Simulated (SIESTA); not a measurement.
The system is TiB2.

```
CELL_PARAMETERS angstrom
3.02920 0.00000 0.00000
-1.51460 2.62336 0.00000
0.00000 0.00000 3.22840
ATOMIC_POSITIONS crystal
Ti 0.00000 0.00000 0.00000
B 0.66667 0.33333 0.50000
B 0.33333 0.66667 0.50000
```

Base run:

* Program: SIESTA 5.4.2
* Functional: vdW-DF-cx
* Potentials or basis: PseudoDojo 0.4 standard (PBE files)
* Basis: DZP (energy shift 0.003 Ry; two zetas on semicore shells)
* Grid cutoff: 800 Ry
* Energy shift: 0.003 Ry
* k mesh: 10 × 10 × 8
* Occupations: fermi-dirac, width 0.05 eV
* Spin: no spin polarisation

Its results: band gap on the k mesh none (metal or under the smearing width); pressure -0.4 GPa.

After a change of settings the same cell gave: band gap on the k mesh none (metal or under the smearing width); pressure 2.7 GPa. Which change was it?
A. functional from vdW-DF-cx to VV10
B. functional from vdW-DF-cx to PBE
C. functional from vdW-DF-cx to vdW-DF-C09
D. functional from vdW-DF-cx to vdW-DF

B.

Caveats: the basis of atomic orbitals isn't converged, which shifts pressures, moduli and gaps; the potentials were made for another functional, which shifts forces and pressure (some runs).
